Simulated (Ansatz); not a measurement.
A plane-wave DFT run in Ansatz 0.2.0 (scalar-relativistic PAW potentials unless the input names others): input and command.

```yaml
crystal:
  lattice:
    - [0.0, 2.963170499, 2.963170499]
    - [2.963170499, 0.0, 2.963170499]
    - [2.963170499, 2.963170499, 0.0]
  atoms:
    - { symbol: Li, position: [0.25, 0.25, 0.25] }
    - { symbol: Li, position: [0.75, 0.75, 0.75] }
    - { symbol: Se, position: [0.0, 0.0, 0.0] }
basis:
  ecutwfc: 500
kpoints:
  mp_grid: { grid: [1, 1, 1] }
hamiltonian:
  xc: r2scan
scf:
  occupations: { method: gaussian, width: 0.02 }
  max_iter: 80
output:
  forces: true
  eigenvalues: true
  stress: true
```

```bash
ansatz run input.yaml --threads 1 --pin off --max-ram 2560MiB --backend cpu --events-out ev --progress --plain --runs-dir out
```

Abridged log:
```
Basis set: ecut = 500 eV, 1363 PW (Γ), exchange–correlation on 128×128×128 points (64 copies of the dense FFT grid, shifted against one another)
Bands: 15, of which v1, the nominal top of the filled ones, is band 11 counted from 1 (10 counted from 0)
Symmetry: 48 space group operations
k-points: 1
SCF iter   1: F=—  HF=-5884.475211 eV  |F-HF|=—  |Δ(HF+E_count)|=         —  Δρ=4.93e-2  dr2=2.40e0  dr2_τ=1.18e-1  ethr=1.77e-3  ⟨swp⟩=5.0  Hψ=67  notcnv=0
SCF iter   2: F=—  HF=-5884.046307 eV  |F-HF|=—  |Δ(HF+E_count)|=   4.29e-1  Δρ=1.49e-2  dr2=1.24e-1  dr2_τ=1.57e-2  ethr=1.77e-3  ⟨swp⟩=3.0  Hψ=39  notcnv=0
SCF iter   3: F=—  HF=-5884.100329 eV  |F-HF|=—  |Δ(HF+E_count)|=   5.40e-2  Δρ=5.91e-3  dr2=1.60e-2  dr2_τ=8.95e-4  ethr=5.62e-4  ⟨swp⟩=2.0  Hψ=28  notcnv=0
SCF iter   4: F=—  HF=-5884.119708 eV  |F-HF|=—  |Δ(HF+E_count)|=   1.94e-2  Δρ=1.79e-3  dr2=9.47e-4  dr2_τ=5.39e-5  ethr=7.28e-5  ⟨swp⟩=2.0  Hψ=23  notcnv=0
SCF iter   5: F=—  HF=-5884.121416 eV  |F-HF|=—  |Δ(HF+E_count)|=   1.71e-3  Δρ=8.31e-5  dr2=1.64e-6  dr2_τ=2.80e-7  ethr=4.30e-6  ⟨swp⟩=2.0  Hψ=23  notcnv=0
SCF iter   6: F=—  HF=-5884.121419 eV  |F-HF|=—  |Δ(HF+E_count)|=   2.74e-6  Δρ=1.09e-5  dr2=2.42e-8  dr2_τ=5.25e-9  ethr=4.55e-10  ⟨swp⟩=7.0  Hψ=81  notcnv=0
SCF iter   7: F=-5884.121419 eV  HF=-5884.121419 eV  |F-HF|=1.91e-9  |Δ(HF+E_count)|=   1.31e-8  Δρ=1.96e-6  dr2=1.05e-9  dr2_τ=9.38e-11  ethr=1.10e-10  ⟨swp⟩=5.0  Hψ=60  notcnv=0
SCF 1 converged in 7 iterations: F = -5884.121419 eV  dr2 = 1.05e-9
SCF converged after 7 iterations
Free energy (F): -5884.121419 eV
Harris-Foulkes:  -5884.121419 eV  (|F-HF|=1.91e-9)
Internal energy: -5884.121419 eV  (E = F + TS)
E sigma→0 (E₀):  -5884.121419 eV
Fermi energy:    6.760751 eV
--- Forces (eV/Å), atoms counted from 1 ---
  atom   1  Li     0.00000000     0.00000000     0.00000000
  atom   2  Li     0.00000000     0.00000000     0.00000000
  atom   3  Se     0.00000000     0.00000000     0.00000000
--- Stress (GPa, compression-positive) ---
       31.249984       0.000000       0.000000
        0.000000      31.249984       0.000000
        0.000000       0.000000      31.249984
  P = ⅓ Tr σ = 31.2500 GPa (312.500 kbar)
```

Q: Find the fault.

A: The fault is one k-point for a small cell (kpoints.mp_grid.grid: [8, 8, 8] → [1, 1, 1], the first being the value of the sound run). Setting it back cures it. The run converged all the same, with an energy at zero smearing 2.9 eV/atom above the reference's, pressure 31.25 GPa, largest force 0.000 eV/Å, gap on the mesh 3.75 eV, so convergence alone doesn't show that an input is right. A reference run from the same start on usual settings converged with pressure 1.11 GPa, largest force 0.000 eV/Å, gap on the mesh 3.45 eV.

The run took 1.3 s on 1 thread of Arm Neoverse V2, on a shared host, peak memory 0.39 GiB.